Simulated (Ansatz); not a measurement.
Runs of Ansatz 0.2.0 on Sc. Symmetry: P6_3/mmc, No. 194, hexagonal system. The conventional cell has a = 3.309 Å, b = 3.309 Å, c = 5.273 Å, α = 90.00°, β = 90.00°, γ = 120.00°. Around Sc (site symmetry -6m2) lie 12 Sc at 3.26 to 3.31 Å. 

```csv
level,cell,cutoff (eV),target pressure (GPa),gap on the mesh (eV),pressure (GPa),relaxed volume (Å³/atom)
PBE,relaxed to 30 GPa,420,30,none,30.0,-
PBE,relaxed,420,0,none,0.0,24.68
r2SCAN,relaxed,500,-,none,0.0,(a)
PBE,relaxed to 20 GPa,420,20,none,20.0,-
BLYP,relaxed,420,-,none,0.0,25.02
```

Alike in all rows: task relaxation of cell and atoms; potentials or basis Ansatz PAW; no spin polarisation; k mesh 9 × 9 × 5; smearing fermi-dirac 0.05 eV.

Question: Fill in the values left out.

Answer: (a) 24.94.

Caveats: the plane-wave basis is chosen anew once the cell has moved, so the energies of steps on either side of that aren't comparable; the volume moved by over 15 % at a fixed basis, so the end points are rough (some runs); the PAW data sets come from PBE, with cores solved anew for the run's functional, which leaves a small shift of forces and pressure (some runs).

A gap of «none» marks a metal or a gap under the smearing width.
